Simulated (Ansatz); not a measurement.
**Equation of state of Ba**

```cif
data_structure
_symmetry_space_group_name_H-M 'Im-3m'
_symmetry_Int_Tables_number 229
_cell_length_a 5.0000
_cell_length_b 5.0000
_cell_length_c 5.0000
_cell_angle_alpha 90.000
_cell_angle_beta 90.000
_cell_angle_gamma 90.000
_cell_volume 125.00
loop_
_atom_site_label
_atom_site_type_symbol
_atom_site_symmetry_multiplicity
_atom_site_Wyckoff_symbol
_atom_site_fract_x
_atom_site_fract_y
_atom_site_fract_z
_atom_site_occupancy
Ba1 Ba 2 a 0.00000 0.00000 0.00000 1
```

The runs use the primitive cell with vectors (-2.500, 2.500, 2.500), (2.500, -2.500, 2.500), (2.500, 2.500, -2.500) Å, to which the k mesh refers.

Structure: COD 9008528, as refined from experiment and not relaxed.

Spin–orbit coupling is left out, though it moves levels of the heavy atoms by tenths of an eV or more.

Methods: DFT, PBE, all-electron LAPW, scalar-relativistic (Ansatz 0.2.0); DFT, PBE, PAW with Ansatz's default frozen-core files, scalar-relativistic (Ansatz 0.2.0).

For LAPW: a Γ-centred 10×10×10 k mesh, Fermi–Dirac smearing of 0.05 eV, basis error target 0.5 meV/atom, no spin polarisation. PAW takes a cutoff of 420 eV at this cell. The Ansatz runs share mesh, smearing and spin set-up. Plane-wave (PAW) pressures include the program's estimate of the Pulay term.

The cell above is scaled evenly, with fractional coordinates and shape held.

**Question.** Estimate the equilibrium volume and bulk modulus that LAPW (all electrons) gives for this fixed shape.

**Answer.** V0 = 63.28 Å³/atom, B0 = 9 GPa, B0′ = 3.1, from a third-order Birch–Murnaghan fit to these pressures:
```tsv
V/V(cell)	V (Å³/atom)	P, LAPW (GPa)	P, PAW (GPa)	free energy over the lowest listed, PAW (meV/atom)
0.9600	60.000	0.50	0.50	4.9
0.9800	61.250	0.30	0.30	1.8
1.0000	62.500	0.11	0.11	0.2
1.0200	63.750	-0.06	-0.06	0.0
1.0400	65.000	-0.22	-0.22	1.1
```

PAW's V0 lies 0.00 % from the all-electron value and its B0 0.0 %. Symmetry fixes shape and coordinates here, so this is the relaxed modulus.
